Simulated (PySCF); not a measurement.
Benzaldehyde, C7H6O.
Numbering: `[O:1]=[CH:2][c:3]1[cH:4][cH:5][cH:6][cH:7][cH:8]1` (hydrogens: H9 on C2; H10 on C4; H11 on C5; H12 on C6; H13 on C7; H14 on C8)

Geometry (GFN2-xTB, Å), atoms numbered from 1 in this order:
```
atom  x, y, z in Å
O1     2.8386   -1.4484   -0.1452
C2     2.2937   -0.3800   -0.2573
C3     0.8552   -0.1385   -0.0971
C4     0.3305    1.1441   -0.2522
C5    -1.0258    1.3594   -0.0998
C6    -1.8664    0.3003    0.2082
C7    -1.3521   -0.9782    0.3640
C8     0.0023   -1.1992    0.2127
H9     2.8740    0.5336   -0.5019
H10    0.9916    1.9649   -0.4922
H11   -1.4327    2.3524   -0.2201
H12   -2.9259    0.4726    0.3265
H13   -2.0117   -1.7987    0.6034
H14    0.4281   -2.1848    0.3288
```

Computed with wB97X-D/def2-SVPD in PySCF (dipole) on a GFN2-xTB geometry, gas phase.

Take the most abundant isotopes and a rigid rotor. The values belong to one conformer with, in the numbering `[O:1]=[CH:2][c:3]1[cH:4][cH:5][cH:6][cH:7][cH:8]1`, O1–C2–C3–C4 180°.

(1) What are A, B and C (cm⁻¹)?

(2) What kind of rotor is it?

(3) What does the inertial defect say?

(4) Which types of transition are allowed, and where do some lines up to J = 5 fall?

(5) Estimate the classical rotational partition function at 10 K, 25 K and 50 K.

Answers

(1) Ia = 95.19, Ib = 319.75, Ic = 414.94 u·Å²; 505379 MHz·u·Å²/I gives 5309, 1581 and 1218 MHz, that is A = 0.17709, B = 0.05272, C = 0.04063 cm⁻¹.

(2) An asymmetric top. Ray's parameter κ = (2B − A − C)/(A − C) = -0.823; −1 is the prolate and +1 the oblate limit.

(3) Planar: Δ = Ic − Ia − Ib = 0.00 u·Å². For a rigid frame Δ = −2 Σ m c², so it vanishes when all atoms lie in the ab plane; here none is more than 0.01 Å from it.

(4) The dipole components are |μa| = 3.29 D, |μb| = 1.25 D, |μc| = 0.00 D; the mirror of this Cs structure is the ab plane, so μc vanishes by symmetry and there are no c-type lines. The squared components, which scale the intensities, stand as 1.00 : 0.15 (a : b). Some lines, for components of 0.1 D or more:

```csv
type,branch,"J(Ka,Kc)",MHz,lower level (cm⁻¹)
a,Q,"4(2,2) ← 4(2,3)",370,1.455
a,Q,"2(1,1) ← 2(1,2)",1088,0.392
b,Q,"1(1,0) ← 1(0,1)",4091,0.093
b,Q,"2(1,1) ← 2(0,2)",4479,0.279
a,R,"2(1,2) ← 1(1,1)",5234,0.218
a,R,"2(0,2) ← 1(0,1)",5572,0.093
b,Q,"4(1,3) ← 4(0,4)",6023,0.921
a,R,"3(1,3) ← 2(1,2)",7836,0.392
a,R,"3(1,2) ← 2(1,1)",8923,0.429
b,Q,"3(2,1) ← 3(1,2)",10783,0.726
a,R,"4(0,4) ← 3(0,3)",10949,0.556
a,R,"4(1,3) ← 3(1,2)",11866,0.726
b,R,"4(1,4) ← 3(0,3)",13354,0.556
b,Q,"4(2,3) ← 4(1,4)",13585,1.001
a,R,"5(4,1) ← 4(4,0)",14049,3.021
a,R,"5(3,3) ← 4(3,2)",14068,2.109
b,R,"2(2,0) ← 1(1,1)",17533,0.218
b,Q,"3(3,0) ← 3(2,1)",19440,1.086
b,R,"5(2,4) ← 4(1,3)",23904,1.122
b,Q,"5(4,1) ← 5(3,2)",27276,2.580
b,R,"4(3,1) ← 3(2,2)",30813,1.082
b,Q,"5(5,0) ← 5(4,1)",35136,3.489
b,R,"5(5,0) ← 4(4,1)",49185,3.021
```

(5) Point group Cs, symmetry number σ = 1; q = (√π/σ)·√((kT/h)³/(ABC)), k/h = 20836.6 MHz/K: 1670 at 10 K, 6590 at 25 K, 18600 at 50 K.

Not checked by GFN2-xTB frequencies. These are rigid-rotor constants of the computed structure; measured ground-state constants (B0) also hold zero-point vibration.

Hardware: Arm Neoverse V2, one thread, no GPU, on a shared host. Cost: 34 s wall. This is the wB97X-D/def2-SVPD job that gave the dipole, with the excitations it also computed.
